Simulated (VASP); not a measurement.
# Ti (P6_3/mmc) in VASP: further runs, part 3 of 3

VASP 6.6.1. Earlier steps stand in the parts before.

**5. Relaxation of cell and atoms, PBEsol**

The input, INCAR:

```
SYSTEM = Ti
PREC     = Accurate       ! precision mode
ENCUT    = 600            ! plane-wave cutoff, eV
EDIFF    = 1E-7           ! SCF threshold, eV
ISMEAR   = 0              ! smearing method
SIGMA    = 0.1            ! smearing width, eV
LREAL    = .False.        ! projectors in reciprocal space
LASPH    = .True.         ! aspherical terms in the spheres
NELM     = 60             ! most SCF steps
ALGO     = Normal         ! electronic algorithm
ISIF     = 3              ! what is computed and relaxed
LWAVE    = .False.        ! write WAVECAR
LCHARG   = .False.        ! write CHGCAR
GGA      = PS             ! functional
IBRION   = 2              ! ionic algorithm
NSW      = 90             ! ionic steps
EDIFFG   = -0.005         ! ionic threshold
```

The input, KPOINTS:

```
Automatic mesh
0
Gamma
  18 18 10
  0 0 0
```

The input, POSCAR:

```
Ti
1.0
    2.9357319200      0.0000000000      0.0000000000
   -1.4678659600      2.5424184200      0.0000000000
    0.0000000000      0.0000000000      4.6408561500
Ti
2
Direct
    0.3333333300      0.6666666700      0.2500000000
    0.6666666700      0.3333333300      0.7500000000
```

Potentials or basis: VASP PAW PBE potentials, release 64 (Ti_sv).

Command:

```sh
> cat potpaw_PBE.64/Ti_sv/POTCAR > POTCAR
> mpirun -np 1 vasp_std > vasp.out
```

OUTCAR:

```text
SYSTEM = Ti
   PREC = Accurate
   ENCUT = 600
   EDIFF = 1E-7
   ISMEAR = 0
   LREAL = .False.
   LASPH = .True.
   NELM = 60
   ISIF = 3
   GGA = PS
   IBRION = 2
   NSW = 90
   EDIFFG = -0.005

 ion  position               nearest neighbor table
   1  0.333  0.667  0.250-   2 2.87   2 2.87   2 2.87   2 2.87   2 2.87   2 2.87
   2  0.667  0.333  0.750-   1 2.87   1 2.87   1 2.87   1 2.87   1 2.87   1 2.87

  LATTYP: Found a hexagonal cell.
 ALAT       =     2.9357319200
 C/A-ratio  =     1.5808174167

  Lattice vectors:

 A1 = (   2.9357319200,   0.0000000000,   0.0000000000)
 A2 = (  -1.4678659600,   2.5424184200,   0.0000000000)
 A3 = (   0.0000000000,   0.0000000000,   4.6408561500)

Analysis of symmetry for initial positions (statically):
=====================================================================
 Subroutine PRICEL returns:
 Original cell was already a primitive cell.

 Routine SETGRP: Setting up the symmetry group for a
 hexagonal supercell.

 Subroutine GETGRP returns: Found 24 space group operations
 (whereof 12 operations were pure point group operations)
[... 172 lines left out ...]

  FORCE on cell =-STRESS in cart. coord.  units (eV):
  Direction    XX          YY          ZZ          XY          YZ          ZX
  --------------------------------------------------------------------------------------
  -------------------------------------------------------------------------------------
  Total       -0.8982884     -0.8982884     -0.9000519      0.0000000      0.0000000      0.0000000
  in kB      -41.5494092    -41.5494091    -41.6309789      0.0000000      0.0000000      0.0000000
  external PRESSURE =     -41.5765991 kB  Pullay stress =       0.0000000 kB
[... 203 lines left out ...]
--------------------------------------- Ionic step        7  -------------------------------------------

 number of electron      23.9999997 magnetization

 Free energy of the ion-electron system (eV)
  ---------------------------------------------------
  ext. energy  EPLUGINS =         0.00000000
  ---------------------------------------------------
  free energy    TOTEN  =       -16.68424189 eV

  energy without entropy =      -16.67506664  energy(sigma->0) =      -16.67965427

 E-fermi :   8.6473     XC(G=0): -11.8290

 val. band max:        8.6360595053   @ k =   0.0000   0.0000   0.4000
 cond. band min:       8.6542240695   @ k =   0.2778   0.2778   0.4000
 fundamental gap:      0.0181645642
 Fermi energy:         8.6472557843

 k-point     1 :       0.0000    0.0000    0.0000
  band No.  band energies     occupation
      1     -47.9241      2.00000
      2     -47.7593      2.00000
      3     -24.6667      2.00000
      4     -23.9287      2.00000
      5     -23.9287      2.00000
      6     -23.8474      2.00000
[... 433 lines left out ...]
      3     -24.4416      2.00000
      4     -24.3135      2.00000
      5     -24.3043      2.00000
      6     -24.1202      2.00000
[... 8 lines left out ...]
     15       9.8654      0.00000
     16      11.9215      0.00000

 [... further k-points ...]
[... 5 lines left out ...]
  --------------------------------------------------------------------------------------
  -------------------------------------------------------------------------------------
  Total       -0.0030119     -0.0030119     -0.0010441     -0.0000000     -0.0000000      0.0000000
  in kB       -0.1446242     -0.1446242     -0.0501352     -0.0000000     -0.0000000      0.0000000
  external PRESSURE =      -0.1131279 kB  Pullay stress =       0.0000000 kB
[... 17 lines left out ...]
  FREE ENERGIE OF THE ION-ELECTRON SYSTEM (eV)
  ---------------------------------------------------
  free  energy   TOTEN  =       -16.6842418925 eV

  energy  without entropy=      -16.6750666392  energy(sigma->0) =      -16.67965427

 reached required accuracy - stopping structural energy minimisation
```

OSZICAR:

```text
N       E                     dE             d eps       ncg     rms          rms(c)
DAV:   1     0.258364775912E+03    0.25836E+03   -0.14772E+04  7104   0.205E+03
DAV:   2     0.966141666829E+01   -0.24870E+03   -0.24728E+03  7408   0.517E+02
DAV:   3    -0.177779089203E+02   -0.27439E+02   -0.27200E+02 13984   0.139E+02
[... 73 lines left out ...]
DAV:   3    -0.166842410591E+02    0.85161E-05   -0.45093E-05 11928   0.642E-02    0.752E-03
DAV:   4    -0.166842414587E+02   -0.39965E-06   -0.40928E-06  7952   0.259E-02    0.309E-03
DAV:   5    -0.166842417120E+02   -0.25332E-06   -0.98830E-07  9648   0.849E-03    0.215E-03
DAV:   6    -0.166842418797E+02   -0.16770E-06   -0.17592E-07  5448   0.559E-03    0.372E-04
DAV:   7    -0.166842418925E+02   -0.12764E-07   -0.33538E-08  3704   0.233E-03
   7 F= -.16684242E+02 E0= -.16679654E+02  d E =-.371485E-05
```

CONTCAR:

```text
Ti
   1.00000000000000
     2.8982989607940026    0.0000000000000000    0.0000000000000000
    -1.4491494803970013    2.5100005264431164    0.0000000000000000
    -0.0000000000000000   -0.0000000000000000    4.5866085042911182
  Ti
     2
Direct
     0.3333333300000021    0.6666666699999979    0.2500000000000000
     0.6666666699999979    0.3333333300000021    0.7500000000000000

  0.00000000E+00  0.00000000E+00  0.00000000E+00
  0.00000000E+00  0.00000000E+00  0.00000000E+00
```

Wall time 7.3 min (1 thread of Intel Xeon Platinum 8375C at 2.90GHz (Ice Lake), shared host); peak memory 0.26 GiB.

Results:

```
Free energy                            : -16.6842 eV
Relaxed volume                         : 16.68 Å³/atom
Relaxed cell                           : a = 2.898 Å, b = 2.898 Å, c = 4.587 Å, α = 90.00°, β = 90.00°, γ = 120.00°
Space group after relaxing (to 0.05 Å) : P6_3/mmc (No. 194)
Energy gained by relaxing              : 8.5 meV/atom
Ionic steps                            : 7
Pressure after relaxing                : 0.0 GPa
Band gap on the k mesh                 : none (metal or under the smearing width)
```

The path:
```
step  energy change (eV)  largest force (eV/Å)  pressure (GPa)  volume (Å³)
   1              0.0000                0.0000           -4.16        34.64
   2             -0.0070                0.0000            3.53        32.43
   3             -0.0170                0.0000           -0.01        33.37
   4             -0.0170                0.0000            0.07        33.34
   5             -0.0170                0.0000           -0.05        33.38
   6             -0.0170                0.0000           -0.04        33.37
   7             -0.0170                0.0000           -0.01        33.37
```

Final structure:
```
CELL_PARAMETERS angstrom
2.89830 0.00000 0.00000
-1.44915 2.51000 0.00000
0.00000 0.00000 4.58661
ATOMIC_POSITIONS crystal
Ti 0.33333 0.66667 0.25000
Ti 0.66667 0.33333 0.75000
```

Levels at points of the mesh, in eV from the Fermi level:
```csv
k point,band 8,band 9,band 10,band 11,band 12,band 13,band 14,band 15,band 16
"(0.00, 0.00, 0.00)",-32.46,-6.31,-2.80,0.78,0.78,0.90,0.92,1.32,1.32
"(0.50, 0.00, 0.00)",-32.54,-2.41,-2.29,-1.97,-0.59,0.46,0.65,1.23,3.52
"(0.00, 0.00, 0.50)",-32.52,-4.40,-4.40,0.08,0.08,0.68,0.68,0.68,0.68
"(0.50, 0.00, 0.50)",-32.64,-2.67,-2.67,-0.87,-0.87,1.44,1.44,1.79,1.79
```

Caveat: the PAW data sets were made with another functional, which shifts forces and pressure a little.

**6. Relaxation of cell and atoms, LDA**

Changes to INCAR since step 5:

```diff
@@ -13,3 +13,3 @@
 LCHARG   = .False.        ! write CHGCAR
-GGA      = PS             ! functional
+GGA      = CA             ! functional
 IBRION   = 2              ! ionic algorithm
```

KPOINTS is that of step 5.

POSCAR is that of step 5.

Potentials or basis: VASP PAW LDA potentials, release 64 (Ti_sv).

Command:

```sh
> cat potpaw_LDA.64/Ti_sv/POTCAR > POTCAR
> mpirun -np 1 vasp_std > vasp.out
```

OUTCAR:

```text
SYSTEM = Ti
   PREC = Accurate
   ENCUT = 600
   EDIFF = 1E-7
   ISMEAR = 0
   LREAL = .False.
   LASPH = .True.
   NELM = 60
   ISIF = 3
   GGA = CA
   IBRION = 2
   NSW = 90
   EDIFFG = -0.005

 ion  position               nearest neighbor table
   1  0.333  0.667  0.250-   2 2.87   2 2.87   2 2.87   2 2.87   2 2.87   2 2.87
   2  0.667  0.333  0.750-   1 2.87   1 2.87   1 2.87   1 2.87   1 2.87   1 2.87

  LATTYP: Found a hexagonal cell.
 ALAT       =     2.9357319200
 C/A-ratio  =     1.5808174167

  Lattice vectors:

 A1 = (   2.9357319200,   0.0000000000,   0.0000000000)
 A2 = (  -1.4678659600,   2.5424184200,   0.0000000000)
 A3 = (   0.0000000000,   0.0000000000,   4.6408561500)

Analysis of symmetry for initial positions (statically):
=====================================================================
 Subroutine PRICEL returns:
 Original cell was already a primitive cell.

 Routine SETGRP: Setting up the symmetry group for a
 hexagonal supercell.

 Subroutine GETGRP returns: Found 24 space group operations
 (whereof 12 operations were pure point group operations)
 out of a pool of 24 trial point group operations.

The static configuration has the point symmetry D_3d.
 The point group associated with its full space group is D_6h.

Analysis of symmetry for dynamics (positions and initial velocities):
=====================================================================
 Subroutine PRICEL returns:
 Original cell was already a primitive cell.

 Routine SETGRP: Setting up the symmetry group for a
 hexagonal supercell.

 Subroutine GETGRP returns: Found 24 space group operations
 (whereof 12 operations were pure point group operations)
 out of a pool of 24 trial point group operations.

The dynamic configuration has the point symmetry D_3d.
 The point group associated with its full space group is D_6h.

 Subroutine INISYM returns: Found 24 space group operations
 (whereof 12 operations are pure point group operations),
 and found     1 'primitive' translations

----------------------------------------------------------------------------------------

                                     Primitive cell

  volume of cell :      34.6387

  direct lattice vectors                    reciprocal lattice vectors
     2.935731920  0.000000000  0.000000000     0.340630557  0.196663144  0.000000000
    -1.467865960  2.542418420  0.000000000     0.000000000  0.393326288  0.000000000
     0.000000000  0.000000000  4.640856150     0.000000000  0.000000000  0.215477483

  length of vectors
     2.935731920  2.935731919  4.640856150     0.393326288  0.393326288  0.215477483

  position of ions in fractional coordinates (direct lattice)
     0.333333330  0.666666670  0.250000000
     0.666666670  0.333333330  0.750000000

  ion indices of the primitive-cell ions
   primitive index   ion index
                 1           1
                 2           2

----------------------------------------------------------------------------------------

[... 29 lines left out ...]
  0.166667 -0.000000  0.000000      6.000000
  0.222222 -0.000000  0.000000      6.000000
  0.277778 -0.000000  0.000000      6.000000
[... 16 lines left out ...]
  0.333333  0.111111  0.000000     12.000000
  0.388889  0.111111  0.000000     12.000000
 [... further k-points ...]
   k-points           NKPTS =    222   k-points in BZ     NKDIM =    222   number of bands    NBANDS=     16
   number of dos      NEDOS =    301   number of ions     NIONS =      2
   total plane-waves  NPLWV =  23040
   dimension x,y,z NGX =    24 NGY =   24 NGZ =   40
   dimension x,y,z NGXF=    48 NGYF=   48 NGZF=   80
   ions per type =               2
   NGX,Y,Z   is equivalent  to a cutoff of  13.59, 13.59, 14.33 a.u.
   NGXF,Y,Z  is equivalent  to a cutoff of  27.18, 27.18, 28.66 a.u.
 SYSTEM =  Ti
   PREC   = accura    normal or accurate (medium, high low for compatibility)
   ISTART =      0    job   : 0-new  1-cont  2-samecut
   ICHARG =      2    charge: 1-file 2-atom 10-const
   ISPIN  =      1    spin polarized calculation?
   LNONCOLLINEAR =      F non collinear calculations
   LSORBIT =      F    spin-orbit coupling
   LASPH  =      T    aspherical Exc in radial PAW
   ENCUT  =  600.0 eV  44.10 Ry    6.64 a.u.   5.86  5.86  9.27*2*pi/ulx,y,z
   NELM   =     60;   NELMIN=  2; NELMDL= -5     # of ELM steps
   EDIFF  = 0.1E-06   stopping-criterion for ELM
   LREAL  =      F    real-space projection
   EDIFFG = -.5E-02   stopping-criterion for IOM
   NSW    =     90    number of steps for IOM
   IBRION =      2    ionic relax: 0-MD 1-quasi-New 2-CG
   NFREE  =      1    steps in history (QN), initial steepest desc. (CG)
   ISIF   =      3    stress and relaxation
   ISYM   =      2    0-nonsym 1-usesym 2-fastsym
   POTIM  = 0.5000    time-step for ionic-motion
   TEBEG  =    0.0;   TEEND  =   0.0 temperature during run
   PSTRESS=    0.0 pullay stress
   NELECT =      24.0000    total number of electrons
   NUPDOWN=      -1.0000    fix difference up-down
   EMIN   =  10.00;   EMAX   =-10.00  energy-range for DOS
   EFERMI =   0.00;   METHOD = LEGACY
   ISMEAR =     0;   SIGMA  =   0.10  broadening in eV -4-tet -1-fermi 0-gaus
   EFERMI_NEDOS =   21; number of points for ismear=-14 and -15
   IALGO  =     38    algorithm
   IMIX   =      4    mixing-type and parameters
     AMIX     =   0.40;   BMIX     =  1.00
     AMIX_MAG =   1.60;   BMIX_MAG =  1.00
  volume/ion in A,a.u.               =      17.32       116.88
  Fermi-wavevector in a.u.,A,eV,Ry     =   1.448632  2.737518 28.552297  2.098535
  Thomas-Fermi vector in A             =   2.566451
   LORBIT       =      0    0 simple, 1 ext, 2 COOP (PROOUT), +10 PAW based schemes
   GGA     = CA    functional components
   LHFCALC =     F    Hartree Fock is set to
   AEXX    =    0.0000 exact exchange contribution
   IVDW    =     0    specifies the selected vdW correction
   LEPSILON=     F    determine dielectric tensor
   LRPA    =     F    only Hartree local field effects (RPA)
 conjugate gradient relaxation of ions
 non-spin polarized calculation
 Gauss-broadening in eV      SIGMA  =   0.10
  energy-cutoff  :      600.00
  volume of cell :       34.64
 maximum number of plane-waves:      1182
 NGX is ok and might be reduce to    24
   NGX = 11   NGY = 11   NGZ = 19

--------------------------------------- Ionic step        1  -------------------------------------------

 number of electron      23.9999993 magnetization

 Free energy of the ion-electron system (eV)
  ---------------------------------------------------
  ext. energy  EPLUGINS =         0.00000000
  ---------------------------------------------------
  free energy    TOTEN  =       -17.03803377 eV

  energy without entropy =      -17.02800528  energy(sigma->0) =      -17.03301952

------------------------ aborting loop because EDIFF is reached ----------------------------------------

  FORCE on cell =-STRESS in cart. coord.  units (eV):
  Direction    XX          YY          ZZ          XY          YZ          ZX
  --------------------------------------------------------------------------------------
  -------------------------------------------------------------------------------------
  Total       -1.7670822     -1.7670822     -1.7843937      0.0000000      0.0000000      0.0000000
  in kB      -81.7345768    -81.7345767    -82.5353004      0.0000000      0.0000000      0.0000000
  external PRESSURE =     -82.0014847 kB  Pullay stress =       0.0000000 kB
[... 203 lines left out ...]
--------------------------------------- Ionic step        7  -------------------------------------------

 number of electron      24.0000009 magnetization

 Free energy of the ion-electron system (eV)
  ---------------------------------------------------
  ext. energy  EPLUGINS =         0.00000000
  ---------------------------------------------------
  free energy    TOTEN  =       -17.10505251 eV

  energy without entropy =      -17.09520182  energy(sigma->0) =      -17.10012716

 E-fermi :   8.9331     XC(G=0): -12.1574

 val. band max:        8.9305786460   @ k =   0.3889   0.1667   0.3000
 cond. band min:       8.9367583993   @ k =   0.0556  -0.0000   0.5000
 fundamental gap:      0.0061797533
 Fermi energy:         8.9331230680

 k-point     1 :       0.0000    0.0000    0.0000
  band No.  band energies     occupation
      1     -47.1212      2.00000
      2     -46.9242      2.00000
      3     -24.1988      2.00000
      4     -23.3622      2.00000
      5     -23.3622      2.00000
      6     -23.2637      2.00000
[... 433 lines left out ...]
      3     -23.9519      2.00000
      4     -23.7947      2.00000
      5     -23.7941      2.00000
      6     -23.5817      2.00000
[... 8 lines left out ...]
     15      10.1913      0.00000
     16      12.3326      0.00000

 [... further k-points ...]
[... 5 lines left out ...]
  --------------------------------------------------------------------------------------
  -------------------------------------------------------------------------------------
  Total       -0.0067049     -0.0067049      0.0012830      0.0000000     -0.0000000      0.0000000
  in kB       -0.3339524     -0.3339524      0.0638999      0.0000000     -0.0000000      0.0000000
  external PRESSURE =      -0.2013350 kB  Pullay stress =       0.0000000 kB
[... 17 lines left out ...]
  FREE ENERGIE OF THE ION-ELECTRON SYSTEM (eV)
  ---------------------------------------------------
  free  energy   TOTEN  =       -17.1050525075 eV

  energy  without entropy=      -17.0952018184  energy(sigma->0) =      -17.10012716

 reached required accuracy - stopping structural energy minimisation
```

Run time: 7.7 min. Hardware: 1 thread of Intel Xeon Platinum 8375C at 2.90GHz (Ice Lake), shared host; peak memory 0.25 GiB.

Results:

* Free energy: -17.1051 eV
* Relaxed volume: 16.08 Å³/atom
* Relaxed cell: a = 2.863 Å, b = 2.863 Å, c = 4.532 Å, α = 90.00°, β = 90.00°, γ = 120.00°
* Space group after relaxing (to 0.05 Å): P6_3/mmc (No. 194)
* Energy gained by relaxing: 33.5 meV/atom
* Ionic steps: 7
* Pressure after relaxing: 0.0 GPa
* Band gap on the k mesh: none (metal or under the smearing width)

The path:
```
step  energy change (eV)  largest force (eV/Å)  pressure (GPa)  volume (Å³)
   1              0.0000                0.0000           -8.20        34.64
   2             -0.0248                0.0000            7.90        30.38
   3             -0.0670                0.0000           -0.07        32.18
   4             -0.0670                0.0000            0.13        32.13
   5             -0.0670                0.0000           -0.08        32.18
   6             -0.0670                0.0000           -0.06        32.18
   7             -0.0670                0.0000           -0.02        32.17
```

Final structure:
```cif
data_structure
_symmetry_space_group_name_H-M 'P 1'
_symmetry_Int_Tables_number 1
_cell_length_a 2.8628
_cell_length_b 2.8628
_cell_length_c 4.5323
_cell_angle_alpha 90.000
_cell_angle_beta 90.000
_cell_angle_gamma 120.000
_cell_volume 32.17
loop_
_atom_site_label
_atom_site_type_symbol
_atom_site_fract_x
_atom_site_fract_y
_atom_site_fract_z
_atom_site_occupancy
Ti1 Ti 0.33333 0.66667 0.25000 1
Ti2 Ti 0.66667 0.33333 0.75000 1
```

Levels at points of the mesh, in eV from the Fermi level:
```csv
k point,band 8,band 9,band 10,band 11,band 12,band 13,band 14,band 15,band 16
"(0.00, 0.00, 0.00)",-32.16,-6.30,-2.88,0.78,0.78,0.92,1.11,1.33,1.33
"(0.50, 0.00, 0.00)",-32.26,-2.43,-2.40,-2.06,-0.46,0.44,0.68,1.28,3.65
"(0.00, 0.00, 0.50)",-32.23,-4.34,-4.34,0.08,0.08,0.67,0.67,0.67,0.67
"(0.50, 0.00, 0.50)",-32.37,-2.75,-2.75,-0.92,-0.92,1.62,1.62,1.83,1.83
```

**7. The runs side by side**

```tsv
level	potentials or basis	cutoff (eV)	gap on the mesh (eV)	pressure (GPa)	relaxed volume (Å³/atom)
PBEsol	VASP PAW PBE potentials, release 64 (Ti)	580	none	0.0	16.54
PBEsol	VASP PAW PBE potentials, release 64 (Ti_sv)	480	none	0.0	16.67
RPBE	VASP PAW PBE potentials, release 64 (Ti_sv)	600	none	0.0	17.85
PBEsol	VASP PAW PBE potentials, release 64 (Ti_sv)	600	none	0.0	16.68
LDA	VASP PAW LDA potentials, release 64 (Ti_sv)	600	none	0.0	16.08
```

Alike in all rows: task relaxation of cell and atoms; no spin polarisation; cell relaxed; k mesh 18 × 18 × 10; smearing gaussian 0.1 eV.

Caveats: the PAW data sets were made with another functional, which shifts forces and pressure a little (some runs).

Total energies depend on the potentials used, so only differences within one code and one set of settings carry meaning.
